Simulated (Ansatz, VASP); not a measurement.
Al2As in VASP and in Ansatz

```
Al As
1.0
     0.00000    3.77762    3.77762
     3.77762    0.00000    3.77762
     3.77762    3.77762    0.00000
Al As
4 2
Direct
  0.62500 0.62500 0.62500
  0.12500 0.62500 0.62500
  0.62500 0.12500 0.62500
  0.62500 0.62500 0.12500
  0.00000 0.00000 0.00000
  0.25000 0.25000 0.25000
```

Change from the starting cell: species swapped into the YbNi2 type (Fd-3m, No. 227).

Alike in both runs: task relaxation of cell and atoms; functional PBE; k mesh 10 × 10 × 10; occupations gaussian, width 0.1 eV; no spin polarisation.

|  | VASP | Ansatz |
| --- | --- | --- |
| version | VASP 6.6.1 | Ansatz 0.2.0 |
| potentials or method | VASP PAW PBE potentials, release 64 (Al, As) | scalar-relativistic, plane waves, PAW |
| plane-wave cutoff (eV) | 600 | 420 |
| valence electrons in the cell | 22 | 42 |

|  | VASP | Ansatz | Ansatz less VASP |
| --- | --- | --- | --- |
| gap on the k mesh at the Fermi level, each at its own relaxed structure (eV) | none | none | - |
| relaxed volume (Å³/atom) | 18.18 | 18.19 | +0.003 |
| relaxed cell length with the largest relative difference (Å) | 5.364 | 5.364 | +0.0003 |

A gap of «none» marks a metal or a gap that the smearing closes. The two sets of potentials don't hold the same shells in valence.

Caveats: the bands computed are all filled at some k points, so no gap is given.
